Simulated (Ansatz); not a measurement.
The calculation used DFT, PBE, plane waves (420 eV) with PAW, scalar-relativistic in Ansatz.

An element in the bcc structure gives this curve. The cell is scaled uniformly from the relaxed one, with fractional coordinates and shape fixed. Energies are extrapolated to zero smearing, pressures are those at the given smearing. Magnetic state: spin not included.

```json
{"V (Å³/atom)": "25.582", "E − E₀ (meV/atom)": "21.7", "P (GPa)": "2.36"}
{"V (Å³/atom)": "26.745", "E − E₀ (meV/atom)": "8.5", "P (GPa)": "1.29"}
{"V (Å³/atom)": "27.907", "E − E₀ (meV/atom)": "1.8", "P (GPa)": "0.53"}
{"V (Å³/atom)": "29.070", "E − E₀ (meV/atom)": "-0.1", "P (GPa)": "0.01"}
{"V (Å³/atom)": "30.233", "E − E₀ (meV/atom)": "1.1", "P (GPa)": "-0.31"}
{"V (Å³/atom)": "31.396", "E − E₀ (meV/atom)": "3.9", "P (GPa)": "-0.48"}
{"V (Å³/atom)": "32.559", "E − E₀ (meV/atom)": "7.5", "P (GPa)": "-0.58"}
```

Q: Which element is it?
A. indium
B. thallium
C. mercury
D. tin

A: C. Its fit is V₀ = 29.14 Å³/atom, B₀ = 9.7 GPa, B₀′ = 11.2.

This functional, with no dispersion term, lets the cell expand far past the measured one.
